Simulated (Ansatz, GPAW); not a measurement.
# Li$_{2}$Se with PBE in single-zeta orbitals from a Python script

These are simulated results from GPAW 26.7.0, not measurements. The cell began as a measured structure and was relaxed with r2SCAN in plane waves (Ansatz 0.2.0). All runs are without spin polarisation.

It is cubic, Fm-3m (No. 225); a = 5.987 Å in the conventional setting, 17.88 Å³ an atom. Li is surrounded by 4 Se at 2.59 Å; Se is surrounded by 8 Li at 2.59 Å.

The basis is minimal: single zeta, one radial function for each shell that the log's basis lists. It describes the filled bands fairly and the empty ones poorly.

Input script:

```python
import json
from ase import Atoms
from gpaw import GPAW, PW, FermiDirac

atoms = Atoms(['Li', 'Li', 'Se'],
              cell=[[0.0, 2.99345887, 2.99345887], [2.99345887, 0.0, 2.99345887], [2.99345887, 2.99345887, 0.0]],
              scaled_positions=[[0.25, 0.25, 0.25], [0.75, 0.75, 0.75], [0.0, 0.0, 0.0]],
              pbc=True)
calc = GPAW(mode='lcao', basis='sz(dzp)', h=0.2, xc='PBE', kpts={'size': (6, 6, 6), 'gamma': True},
            occupations=FermiDirac(0.02), maxiter=100, legacy_gpaw=True, txt='gpaw.txt')
atoms.calc = calc
res = {'energy': atoms.get_potential_energy(force_consistent=True)}
res['electrons'] = calc.get_number_of_electrons()
res['k'] = calc.get_ibz_k_points().tolist()
res['levels'] = [calc.get_eigenvalues(kpt=i).tolist() for i in range(len(res['k']))]
points = [[0.0, 0.0, 0.0], [0.5, 0.0, 0.5], [0.625, 0.25, 0.625], [0.375, 0.375, 0.75], [0.5, 0.5, 0.5], [0.5, 0.25, 0.75], [0.0, 0.5, 0.5]]
bands = calc.fixed_density(kpts=points, symmetry='off', txt='bands.txt')
res['points'] = [bands.get_eigenvalues(kpt=i).tolist() for i in range(len(points))]
json.dump(res, open('results.json', 'w'))
print('free energy (eV):', round(res['energy'], 5))
```

Command: `python run.py`. It took 3.9 s on 1 thread of Arm Neoverse V1 (shared host), peak memory 0.13 GiB.

The log gpaw.txt, trimmed of paths, versions and times, then the last line on the terminal. An iter line gives the energy in eV and the logarithms of the changes of orbitals (plane waves alone) and density (c: converged):

```
___ ___ ___ _ _ _
 |   |   |_  | | | |

 | | | | | . | | | |

 |__ |  _|___|_____|  26.7.0
 |___|_|

Input parameters:
  basis: sz(dzp)
  h: 0.2
  kpts: {gamma: True,
         size: (6, 6, 6)}
  maxiter: 100
  mode: lcao
  occupations: {fixmagmom: False,
                name: fermi-dirac,
                width: 0.02}
  xc: PBE

System changes: positions, numbers, cell, pbc, initial_charges, initial_magmoms

Initialize ...

species:
  Li:
    name:    Lithium
    Z:       3.0
    valence: 1
    core:    2
    charge:  0.0  # [|e|]
    compensation charges:
      type: gauss
      rc: 0.33  # [Å]
      lmax: 2
    cutoffs:
      filter: 1.91  # [Å]
      core: 2.55  # [Å]
    projectors
    | kind |    occ | energy [eV] | rcut [Å] |

    |------|--------|-------------|----------|

    |   2s |  1.000 |      -2.874 |    1.058 |

    |   2p |  0.000 |      -1.090 |    1.058 |

    |    s |        |      24.337 |    1.058 |

    LCAO basis set for Li:
      Name: sz(dzp)
      Number of radial functions: 1
      Number of spherical harmonics: 1
        l=0, rc=10.8906 Bohr: 2s-sz confined orbital
      Number of RI-basis functions 0

  Se:
    name:    Selenium
    Z:       34.0
    valence: 6
    core:    28
    charge:  0.0  # [|e|]
    compensation charges:
      type: gauss
      rc: 0.27  # [Å]
      lmax: 2
    cutoffs:
      filter: 1.77  # [Å]
      core: 2.67  # [Å]
    projectors
    | kind |    occ | energy [eV] | rcut [Å] |

    |------|--------|-------------|----------|

    |   4s |  2.000 |     -17.277 |    0.847 |

    |   4p |  4.000 |      -6.512 |    1.005 |

    |    s |        |       9.935 |    0.847 |

    |    p |        |      20.699 |    1.005 |

    |    d |        |       0.000 |    0.847 |

    LCAO basis set for Se:
      Name: sz(dzp)
      Number of radial functions: 2
      Number of spherical harmonics: 4
        l=0, rc=5.7344 Bohr: 4s-sz confined orbital
        l=1, rc=7.2656 Bohr: 4p-sz confined orbital
      Number of RI-basis functions 0

Reference energy: -66509.107771  # eV

Spin-paired calculation

Convergence criteria:
 Maximum [total energy] change in last 3 cyles: 0.0005 eV / valence electron
 Maximum integral of absolute [dens]ity change: 0.0001 electrons / valence electron
 Maximum integral of absolute [eigenst]ate change: 4e-08 eV^2 / valence electron
 Maximum number of scf [iter]ations: 100
 (Square brackets indicate name in SCF output, whereas a 'c' in
 the SCF output indicates the quantity has converged.)

Symmetries present (total): 48

  ( 1  0  0)  ( 1  0  0)  ( 1  0  0)  ( 1  0  0)  ( 1  0 -1)  ( 1  0 -1)
  ( 1  0 -1)  ( 1 -1  0)  ( 0  1  0)  ( 0  0  1)  ( 1  0  0)  ( 1 -1  0)
  ( 1 -1  0)  ( 1  0 -1)  ( 0  0  1)  ( 0  1  0)  ( 1 -1  0)  ( 1  0  0)

  ( 1  0 -1)  ( 1  0 -1)  ( 1 -1  0)  ( 1 -1  0)  ( 1 -1  0)  ( 1 -1  0)
  ( 0  1 -1)  ( 0  0 -1)  ( 1  0  0)  ( 1  0 -1)  ( 0 -1  1)  ( 0 -1  0)
  ( 0  0 -1)  ( 0  1 -1)  ( 1  0 -1)  ( 1  0  0)  ( 0 -1  0)  ( 0 -1  1)

  ( 0  1  0)  ( 0  1  0)  ( 0  1  0)  ( 0  1  0)  ( 0  1 -1)  ( 0  1 -1)
  ( 1  0  0)  ( 0  1 -1)  ( 0  0  1)  (-1  1  0)  ( 1  0 -1)  ( 0  1  0)
  ( 0  0  1)  (-1  1  0)  ( 1  0  0)  ( 0  1 -1)  ( 0  0 -1)  (-1  1  0)

  ( 0  1 -1)  ( 0  1 -1)  ( 0  0  1)  ( 0  0  1)  ( 0  0  1)  ( 0  0  1)
  ( 0  0 -1)  (-1  1  0)  ( 1  0  0)  ( 0  1  0)  ( 0 -1  1)  (-1  0  1)
  ( 1  0 -1)  ( 0  1  0)  ( 0  1  0)  ( 1  0  0)  (-1  0  1)  ( 0 -1  1)

  ( 0  0 -1)  ( 0  0 -1)  ( 0  0 -1)  ( 0  0 -1)  ( 0 -1  1)  ( 0 -1  1)
  ( 1  0 -1)  ( 0  1 -1)  ( 0 -1  0)  (-1  0  0)  ( 1 -1  0)  ( 0  0  1)
  ( 0  1 -1)  ( 1  0 -1)  (-1  0  0)  ( 0 -1  0)  ( 0 -1  0)  (-1  0  1)

  ( 0 -1  1)  ( 0 -1  1)  ( 0 -1  0)  ( 0 -1  0)  ( 0 -1  0)  ( 0 -1  0)
  ( 0 -1  0)  (-1  0  1)  ( 1 -1  0)  ( 0  0 -1)  ( 0 -1  1)  (-1  0  0)
  ( 1 -1  0)  ( 0  0  1)  ( 0 -1  1)  (-1  0  0)  ( 1 -1  0)  ( 0  0 -1)

  (-1  1  0)  (-1  1  0)  (-1  1  0)  (-1  1  0)  (-1  0  1)  (-1  0  1)
  ( 0  1  0)  ( 0  1 -1)  (-1  0  1)  (-1  0  0)  ( 0  0  1)  ( 0 -1  1)
  ( 0  1 -1)  ( 0  1  0)  (-1  0  0)  (-1  0  1)  ( 0 -1  1)  ( 0  0  1)

  (-1  0  1)  (-1  0  1)  (-1  0  0)  (-1  0  0)  (-1  0  0)  (-1  0  0)
  (-1  1  0)  (-1  0  0)  ( 0  0 -1)  ( 0 -1  0)  (-1  1  0)  (-1  0  1)
  (-1  0  0)  (-1  1  0)  ( 0 -1  0)  ( 0  0 -1)  (-1  0  1)  (-1  1  0)

216 k-points: 6 x 6 x 6 Monkhorst-Pack grid + [1/12,1/12,1/12]
16 k-points in the irreducible part of the Brillouin zone
       k-points in crystal coordinates                weights
   0:     0.00000000    0.00000000    0.00000000          1/216
   1:     0.16666667    0.16666667    0.00000000          6/216
   2:     0.16666667    0.16666667    0.16666667          8/216
   3:     0.33333333    0.16666667    0.16666667         12/216
   4:     0.33333333    0.33333333   -0.33333333         12/216
   5:     0.33333333    0.33333333    0.00000000          6/216
   6:     0.33333333    0.33333333    0.16666667         24/216
   7:     0.33333333    0.33333333    0.33333333          8/216
   8:     0.50000000    0.33333333   -0.33333333         24/216
   9:     0.50000000    0.33333333   -0.16666667         12/216
          ...
  15:     0.50000000    0.50000000    0.50000000          4/216

Wave functions: LCAO
  Diagonalizer: Serial LAPACK
  Atomic Correction: dense with blas
  Data-type: complex

Occupation numbers: Fermi-Dirac:
  width: 0.0200  # eV

Eigensolver
   LCAO using direct dense diagonalizer

Densities:
  Coarse grid: 16*16*16 grid
  Fine grid: 32*32*32 grid
  Total Charge: 0.000000

Density mixing:
  Method: separate
  Backend: msr1
  Linear mixing parameter: 0.05
  old densities: 10
  Width of damping distribution: 1.1
  Damping of long wavelength oscillations: 20

Hamiltonian:
  XC and Coulomb potentials evaluated on a 32*32*32 grid
  Using the PBE Exchange-Correlation functional
  Interpolation: tri-quintic (5. degree polynomial)
  Poisson solver: FastPoissonSolver using
    Stencil: 12*3+1=37 point O(h^6) finite-difference Laplacian
    FFT axes: [np.int64(0), np.int64(1), np.int64(2)]
    FST axes: []

XC parameters: PBE with 2 nearest neighbor stencil

Memory estimate:
  Process memory now: 109.38 MiB
  Calculator: 8.68 MiB
    Density: 6.33 MiB
      Arrays: 0.81 MiB
      Localized functions: 4.89 MiB
      Mixer: 0.62 MiB
    Hamiltonian: 0.91 MiB
      Arrays: 0.53 MiB
      XC: 0.00 MiB
      Poisson: 0.00 MiB
      vbar: 0.38 MiB
    Wavefunctions: 1.45 MiB
      C [qnM]: 0.01 MiB
      S, T [2 x qmm]: 0.02 MiB
      P [aqMi]: 0.00 MiB
      BasisFunctions: 1.42 MiB
      Eigensolver: 0.00 MiB

Total number of cores used: 1

Number of atoms: 3
Number of atomic orbitals: 6
Number of bands in calculation: 6
Number of valence electrons: 8
Bands to converge: occupied
Positions:
   0 Li     1.496729    1.496729    1.496729    ( 0.0000,  0.0000,  0.0000)
   1 Li     4.490188    4.490188    4.490188    ( 0.0000,  0.0000,  0.0000)
   2 Se     0.000000    0.000000    0.000000    ( 0.0000,  0.0000,  0.0000)

Unit cell:
           periodic     x           y           z      points  spacing
  1. axis:    yes    0.000000    2.993459    2.993459    16     0.2160
  2. axis:    yes    2.993459    0.000000    2.993459    16     0.2160
  3. axis:    yes    2.993459    2.993459    0.000000    16     0.2160

  Lengths:   4.233390   4.233390   4.233390
  Angles:   60.000000  60.000000  60.000000

Effective grid spacing dv^(1/3) = 0.2357

iter:   1    -9.414085        c
iter:   2    -9.334169        c -0.78
iter:   3    -8.870378        c -0.82
iter:   4    -8.869388        c -1.95
iter:   5    -8.869017c       c -2.19
iter:   6    -8.869016c       c -3.48
iter:   7    -8.869016c       c -4.85c

Converged after 7 iterations.

Energy contributions relative to reference atoms: (reference = -66509.107771)

Kinetic:        +64.465092
Potential:      -57.593880
External:        +0.000000
XC:             -15.901312
Entropy (-ST):   -0.000000
Local:           +0.161083
SIC:             +0.000000
--------------------------
Free energy:     -8.869016
Extrapolated:    -8.869016

Showing only first 2 kpts
 Kpt  Band  Eigenvalues  Occupancy
  0     2      2.92343    2.00000
  0     3      2.92343    2.00000
  0     4      5.73197    0.00000
  0     5     51.65214    0.00000

  1     2      2.60463    2.00000
  1     3      2.60860    2.00000
  1     4      7.12436    0.00000
  1     5     20.32581    0.00000

Fermi level: 3.31671

Gap: 2.809 eV
Transition (v -> c):
  (s=0, k=0, n=3, [0.00, 0.00, 0.00]) -> (s=0, k=0, n=4, [0.00, 0.00, 0.00])
No difference between direct/indirect transitions

free energy (eV): -8.86902
```

The gap in the log is over the mesh alone; results.json adds the listed points. PBE in single-zeta orbitals gives a gap of 2.81 eV. On the same cell, plane-wave PBE (Ansatz, 8×8×8 k points and the special points) gives a gap of 2.97 eV and r2SCAN a gap of 3.48 eV; on shared hosts these took about 2 and 5.1 core-seconds on the 3-atom cell, against 3.9 for the script. Semilocal gaps usually lie below measured ones.

The runs are scalar-relativistic, without spin-orbit coupling.
